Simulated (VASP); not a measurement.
**Input and output of a VASP PBE with spin–orbit coupling single-point calculation on SnTe2 (fluorite)**

INCAR

```
MAGMOM = 0.0 0.0 0.0 0.0 0.0 0.0 0.0 0.0 0.0
NSW = 0
ENCUT = 520
SIGMA = 0.02
LREAL = .FALSE.
NBANDS = 37
IBRION = -1
GGA = PE
LASPH = .TRUE.
EDIFF = 1E-7
ISIF = 2
ISMEAR = -1
LCHARG = .FALSE.
LWAVE = .FALSE.
NELM = 120
GGA_COMPAT = .FALSE.
LSORBIT = .TRUE.
PREC = Accurate
```

KPOINTS

```
KPOINTS created by Atomic Simulation Environment
0
Gamma
6 6 6
0 0 0
```

KPOINTS_OPT

```
special points
6
Reciprocal
0.0000000000 0.0000000000 0.0000000000 1
0.5000000000 0.0000000000 0.5000000000 1
0.5000000000 0.2500000000 0.7500000000 1
0.3750000000 0.3750000000 0.7500000000 1
0.5000000000 0.5000000000 0.5000000000 1
0.6250000000 0.2500000000 0.6250000000 1
```

POSCAR

```
Sn Te
 1.0000000000000000
    -0.0000000000000000    3.7010376708088639    3.7010376708088639
     3.7010376708088639   -0.0000000000000000    3.7010376708088639
     3.7010376708088639    3.7010376708088639   -0.0000000000000000
 Sn  Te
   1   2
Cartesian
  0.0000000000000000  0.0000000000000000 -0.0000000000000000
  1.8505188354044317  1.8505188354044317  1.8505188354044317
  5.5515565062132950  5.5515565062132950  5.5515565062132950
```

VASP ran with the recommended PBE PAW datasets (26 valence electrons in the cell).

Command

```
mpirun -np 1 vasp_ncl
```

OSZICAR

```
N       E                     dE             d eps       ncg     rms          rms(c)
DAV:   1     0.219230952586E+03    0.21923E+03   -0.11017E+04  1189   0.145E+03
DAV:   2     0.216743141243E+02   -0.19756E+03   -0.18923E+03  1237   0.376E+02
DAV:   3    -0.830116579017E+01   -0.29975E+02   -0.28843E+02  1423   0.139E+02
DAV:   4    -0.100474332525E+02   -0.17463E+01   -0.17238E+01  1365   0.341E+01
DAV:   5    -0.101148162500E+02   -0.67383E-01   -0.67345E-01  1653   0.710E+00    0.668E+00
DAV:   6    -0.100971106689E+02    0.17706E-01   -0.45706E-02  1546   0.223E+00    0.439E+00
DAV:   7    -0.100966962258E+02    0.41444E-03   -0.16327E-02  1450   0.849E-01    0.224E+00
DAV:   8    -0.100974830762E+02   -0.78685E-03   -0.16698E-03  1457   0.276E-01    0.151E-01
DAV:   9    -0.100973302854E+02    0.15279E-03   -0.64580E-04  1535   0.292E-01    0.744E-02
DAV:  10    -0.100974630190E+02   -0.13273E-03   -0.17467E-04  1316   0.701E-02    0.321E-02
DAV:  11    -0.100974763944E+02   -0.13375E-04   -0.84885E-06  1372   0.233E-02    0.193E-02
DAV:  12    -0.100974901376E+02   -0.13743E-04   -0.14379E-05  1262   0.213E-02    0.673E-03
DAV:  13    -0.100974940774E+02   -0.39398E-05   -0.51926E-06  1284   0.160E-02    0.288E-03
DAV:  14    -0.100974948663E+02   -0.78886E-06   -0.12846E-06  1177   0.500E-03    0.105E-03
DAV:  15    -0.100974948607E+02    0.55379E-08   -0.25508E-08   936   0.148E-03
   1 F= -.10097495E+02 E0= -.10094660E+02  d E =-.567016E-02  mag=    -0.0000    -0.0000    -0.0000
       N       E                     dE             ncg
DAV:   1     0.590232404449E+03   -0.28977E+04      449
DAV:   2    -0.589967999107E+03   -0.11802E+04      452
DAV:   3    -0.772421694978E+03   -0.18245E+03      559
DAV:   4    -0.782389438041E+03   -0.99677E+01      502
DAV:   5    -0.782778361535E+03   -0.38892E+00      622
DAV:   6    -0.782785630281E+03   -0.72687E-02      607
DAV:   7    -0.782785865662E+03   -0.23538E-03      638
DAV:   8    -0.782785867932E+03   -0.22698E-05      599
DAV:   9    -0.782785867983E+03   -0.51550E-07      446
```

From OUTCAR

```
k-points           NKPTS =     16   k-points in BZ     NKDIM =     16   number of bands    NBANDS=     37

   NELECT =      26.0000    total number of electrons

   dimension x,y,z NGX =    40 NGY =   40 NGZ =   40
   dimension x,y,z NGXF=    80 NGYF=   80 NGZF=   80

  energy-cutoff  :      520.00
  volume of cell :      101.39
      direct lattice vectors                 reciprocal lattice vectors
     0.000000000  3.701037671  3.701037671    -0.135097247  0.135097247  0.135097247
     3.701037671  0.000000000  3.701037671     0.135097247 -0.135097247  0.135097247
     3.701037671  3.701037671  0.000000000     0.135097247  0.135097247 -0.135097247

 k-points in reciprocal lattice and weights: KPOINTS created by Atomic Simulation Env
   0.00000000  0.00000000  0.00000000       0.005
   0.16666667  0.00000000  0.00000000       0.037
   0.33333333  0.00000000  0.00000000       0.037
   0.50000000  0.00000000  0.00000000       0.019
   0.16666667  0.16666667  0.00000000       0.028
   0.33333333  0.16666667  0.00000000       0.111
   0.50000000  0.16666667  0.00000000       0.111
  -0.33333333  0.16666667  0.00000000       0.111
   ...

 E-fermi :   5.6285

 k-point     1 :       0.0000    0.0000    0.0000
  band No.  band energies     occupation
      1     -16.3867      1.00000
      2     -16.3867      1.00000
      3     -16.3867      1.00000
      4     -16.3867      1.00000
      5     -15.3560      1.00000
      6     -15.3560      1.00000
      7     -15.3486      1.00000
      8     -15.3486      1.00000
      9     -15.3486      1.00000
     10     -15.3486      1.00000
     11      -6.7855      1.00000
     12      -6.7855      1.00000
     13      -3.9368      1.00000
     14      -3.9368      1.00000
     15       1.1117      1.00000
     16       1.1117      1.00000
     17       2.4641      1.00000
     18       2.4641      1.00000
     19       3.1438      1.00000
     20       3.1438      1.00000
     21       3.1438      1.00000
     22       3.1438      1.00000
     23       3.6735      1.00000
     24       3.6735      1.00000
     25       4.3792      1.00000
     26       4.3792      1.00000
     27       4.3792      1.00000
     28       4.3792      1.00000
     29       6.7818      0.00000
     30       6.7818      0.00000
     31       7.3581      0.00000
     32       7.3581      0.00000
     33       7.3581      0.00000
     34       7.3581      0.00000
     35      10.3387      0.00000
     36      10.3387      0.00000
     37      10.3387      0.00000

 k-point     2 :       0.1667    0.0000    0.0000
  band No.  band energies     occupation
      1     -16.3867      1.00000
      2     -16.3867      1.00000
      3     -16.3867      1.00000
      4     -16.3867      1.00000
      5     -15.3558      1.00000
      6     -15.3558      1.00000
      7     -15.3489      1.00000
      8     -15.3489      1.00000
      9     -15.3483      1.00000
     10     -15.3483      1.00000
     11      -6.6156      1.00000
     12      -6.6156      1.00000
     13      -4.1184      1.00000
     14      -4.1184      1.00000
     15       0.4333      1.00000
     16       0.4333      1.00000
     17       2.3977      1.00000
     18       2.3977      1.00000
     19       2.9141      1.00000
     20       2.9141      1.00000
     21       3.0218      1.00000
     22       3.0218      1.00000
     23       3.7996      1.00000
     24       3.7996      1.00000
     25       4.3249      1.00000
     26       4.3249      1.00000
     27       5.3311      1.00000
     28       5.3311      1.00000
     29       7.0722      0.00000
     30       7.0722      0.00000
     31       7.4552      0.00000
     32       7.4552      0.00000
     33       7.5280      0.00000
     34       7.5280      0.00000
     35      11.0019      0.00000
     36      11.0021      0.00000
     37      11.0689      0.00000

 k-point     3 :       0.3333    0.0000    0.0000
  band No.  band energies     occupation
      1     -16.3867      1.00000
      2     -16.3867      1.00000
      3     -16.3865      1.00000
      4     -16.3865      1.00000
      5     -15.3556      1.00000
      6     -15.3556      1.00000
      7     -15.3494      1.00000
      8     -15.3494      1.00000
      9     -15.3476      1.00000
     10     -15.3476      1.00000
     11      -6.1290      1.00000
     12      -6.1290      1.00000
     13      -4.6469      1.00000
     14      -4.6469      1.00000
     15      -0.5038      1.00000
     16      -0.5038      1.00000
     17       2.3609      1.00000
     18       2.3609      1.00000
     19       2.8620      1.00000
     20       2.8620      1.00000
     21       3.0152      1.00000
     22       3.0152      1.00000
     23       3.5726      1.00000
     24       3.5726      1.00000
     25       4.0738      1.00000
     26       4.0738      1.00000
     27       6.0383      0.00000
     28       6.0383      0.00000
     29       7.9176      0.00000
     30       7.9176      0.00000
     31       8.2989      0.00000
     32       8.2989      0.00000
     33       8.9397      0.00000
     34       8.9397      0.00000
     35      11.7545      0.00000
     36      11.7545      0.00000
     37      12.2968      0.00000

 k-point     4 :       0.5000    0.0000    0.0000
  band No.  band energies     occupation
      1     -16.3867      1.00000
      2     -16.3867      1.00000
      3     -16.3865      1.00000
      4     -16.3865      1.00000
      5     -15.3555      1.00000
      6     -15.3555      1.00000
      7     -15.3497      1.00000
      8     -15.3497      1.00000
      9     -15.3472      1.00000
     10     -15.3472      1.00000
     11      -5.4915      1.00000
     12      -5.4915      1.00000
     13      -5.3177      1.00000
     14      -5.3177      1.00000
     15      -0.8508      1.00000
     16      -0.8508      1.00000
     17       2.3376      1.00000
     18       2.3376      1.00000
     19       2.8122      1.00000
     20       2.8122      1.00000
     21       3.1109      1.00000
     22       3.1109      1.00000
     23       3.4211      1.00000
     24       3.4211      1.00000
     25       3.9147      1.00000
     26       3.9147      1.00000
     27       6.2862      0.00000
     28       6.2862      0.00000
     29       8.5260      0.00000
     30       8.5260      0.00000
     31       9.0037      0.00000
     32       9.0037      0.00000
     33      10.0363      0.00000
     34      10.0363      0.00000
     35      11.3826      0.00000
     36      11.3826      0.00000
     37      11.9404      0.00000

 k-point     5 :       0.1667    0.1667    0.0000
  band No.  band energies     occupation
      1     -16.3869      1.00000
      2     -16.3869      1.00000
      3     -16.3864      1.00000
      4     -16.3864      1.00000
      5     -15.3558      1.00000
      6     -15.3558      1.00000
      7     -15.3487      1.00000
      8     -15.3487      1.00000
      9     -15.3484      1.00000
     10     -15.3484      1.00000
     11      -6.5628      1.00000
     12      -6.5628      1.00000
     13      -4.1439      1.00000
     14      -4.1439      1.00000
     15       0.2140      1.00000
     16       0.2140      1.00000
     17       2.0505      1.00000
     18       2.0505      1.00000
     19       2.3932      1.00000
     20       2.3932      1.00000
     21       3.6981      1.00000
     22       3.6981      1.00000
     23       4.1542      1.00000
     24       4.1542      1.00000
     25       4.8031      1.00000
     26       4.8031      1.00000
     27       5.0094      1.00000
     28       5.0094      1.00000
     29       6.6316      0.00000
     30       6.6316      0.00000
     31       7.7314      0.00000
     32       7.7314      0.00000
     33       7.9928      0.00000
     34       7.9928      0.00000
     35      10.5787      0.00000
     36      10.5787      0.00000
     37      11.3980      0.00000

 ...

  Total        0.5206253      0.5206253      0.5206253      0.0000000     -0.0000000      0.0000000
  in kB        8.2268830      8.2268830      8.2268830      0.0000000     -0.0000000      0.0000000
  external PRESSURE =       8.2268830 kB  Pullay stress =       0.0000000 kB

 POSITION                                       TOTAL-FORCE (eV/Angst)
 -----------------------------------------------------------------------------------
      0.00000      0.00000      0.00000         0.000000     -0.000000     -0.000000
      1.85052      1.85052      1.85052         0.000000      0.000000     -0.000000
      5.55156      5.55156      5.55156        -0.000000     -0.000000      0.000000
 -----------------------------------------------------------------------------------
    total drift:                               -0.000000     -0.000000     -0.000000

  FREE ENERGIE OF THE ION-ELECTRON SYSTEM (eV)
  ---------------------------------------------------
  free  energy   TOTEN  =       -10.0974948607 eV

  energy  without entropy=      -10.0918247003  energy(sigma->0) =      -10.09465978
```

```
gap between bands v and c : -1.98 eV (bands overlap: a metal)
least direct gap          : 0.00 eV
```

Band v is the last that the valence electrons fill when counted band by band, and c is the next.

The run took about 1.7 min on one core of a shared host (Intel Xeon 6975P-C) and held 0.53 GiB at most.
